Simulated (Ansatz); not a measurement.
**HgTe: a tetragonal deformation path**

The task here is to estimate one member of a computed series from the others.

Computed with Ansatz 0.2.0 (DFT PBEsol, scalar-relativistic, plane waves, PAW, unless a step's input says otherwise).

### The system as given

The structure is tetragonal, space group I-4m2 (No. 119). Conventional cell: a = 6.091 Å, b = 6.091 Å, c = 3.119 Å, α = 90.00°, β = 90.00°, γ = 90.00°. Hg (site symmetry -4m2) has 2 Hg at 3.12 Å and 4 Te at 3.14 Å in its first shell of neighbours. Te (site symmetry -4m2) is surrounded by 2 Te at 3.12 Å and 4 Hg at 3.14 Å.

Coordinates:

```
CELL_PARAMETERS angstrom
-3.04560 3.04560 1.55941
3.04560 -3.04560 1.55941
3.04560 3.04560 -1.55941
ATOMIC_POSITIONS crystal
Hg 0.25000 0.75000 0.50000
Te 0.00000 0.00000 0.00000
```

It goes back to an entry of the Materials Project, which need not be the stable form.

No relaxation comes first: the listed cell is the starting point.

Set-up of the first run:

At fixed volume and fractional coordinates, lengths along (0.000, 0.000, 1.000) are scaled against those across it; ρ is that ratio over its starting value.

Contents of input.yaml:

```yaml
crystal:
  lattice:
    - [-3.2151431669, 3.2151431669, 1.3992852795]
    - [3.2151431669, -3.2151431669, 1.3992852795]
    - [3.2151431669, 3.2151431669, -1.3992852795]
  atoms:
    - { symbol: Hg, position: [0.25, 0.75, 0.5] }
    - { symbol: Te, position: [0.0, 0.0, 0.0] }
basis:
  ecutwfc: 420
kpoints:
  mp_grid: { grid: [18, 18, 18] }
hamiltonian:
  xc: pbesol
scf:
  occupations: { method: gaussian, width: 0.15 }
output:
  forces: true
  stress: true
  eigenvalues: true
```

The run is started by

```sh
ansatz run input.yaml --threads 1 --pin off --max-ram 2560MiB --backend cpu --events-out ev --progress --plain --runs-dir out
```

Among the steps run: Point ρ = 0.850; Point ρ = 1.200; ρ = 0.920; ρ = 1.100; ρ = 0.960.

One of the session's tables, all rows but one given; the rest of the session is left out.

The scan, with free energies counted from the undisturbed cell:

```
    ρ  ΔE (meV/atom)  pressure (GPa)
0.850          111.0             0.4
0.920              ?               ?
0.960            9.6            -3.0
1.000            0.0            -3.5
1.100            0.7            -3.6
1.200           15.9            -2.9
```

Q: Estimate the row for ρ = 0.920 from the others.

Worked estimate for «ΔE (meV/atom)». A straight line through the neighbours (0.850, 111.0) and (0.960, 9.6) gives 111.0 + (9.6 − 111.0) × (0.920 − 0.850) / (0.960 − 0.850) = 46.5; a parabola fitted to 3 rows on both sides gives 33.7.

**Answer.** ΔE (meV/atom): 37.8; pressure (GPa): -2.1. In «ΔE (meV/atom)» the line misses by +8.7 and the parabola by -4.1.
